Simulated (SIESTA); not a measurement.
Runs of SIESTA 5.4.2 on TiSe. Symmetry: P6_3/mmc, No. 194, hexagonal system. Conventional cell: a = 3.559 Å, b = 3.559 Å, c = 6.220 Å, α = 90.00°, β = 90.00°, γ = 120.00°. Se (site symmetry -6m2) has 6 Ti at 2.58 Å as nearest neighbours. Ti (site symmetry -3m) is surrounded by 6 Se at 2.58 Å. 

```tsv
task	level	potentials or basis	gap on the mesh (eV)	pressure (GPa)	V0 of scaled cells (Å³/atom)	B0 (GPa)
single point	PBEsol	PseudoDojo 0.4 standard (PBEsol files), DZP (energy shift 0.003 Ry; two zetas on semicore shells)	none	2.2	-	-
band structure	PBEsol	PseudoDojo 0.4 standard (PBEsol files), DZP (energy shift 0.003 Ry; two zetas on semicore shells)	none	2.2	-	-
band structure	LDA	PseudoDojo 0.4 standard (LDA files), DZP (energy shift 0.003 Ry; two zetas on semicore shells)	none	-1.1	-	-
equation of state	PBEsol	PseudoDojo 0.4 standard (PBEsol files), DZP (energy shift 0.003 Ry; two zetas on semicore shells)	-	-	(b)	123
equation of state	LDA	PseudoDojo 0.4 standard (LDA files), DZP (energy shift 0.003 Ry; two zetas on semicore shells)	-	-	16.92	(a)
```

Alike in all rows: no spin polarisation; cell as given; k mesh 9 × 9 × 5; smearing fermi-dirac 0.05 eV; grid cutoff 800 Ry; energy shift 0.003 Ry.

Fill in the values left out.

(a) 131; (b) 17.36.

Caveats: the basis of atomic orbitals isn't converged, which shifts pressures, moduli and gaps; the cell was scaled at fixed shape and fractional positions, which overstates the stiffness of a crystal with free parameters, most of all of layers and chains (some runs).

A k mesh can miss the band edges, and the runs leave out spin-orbit coupling on Se.

A gap of «none» marks a metal or a gap under the smearing width.

Runs at the PBE level aren't shown here.
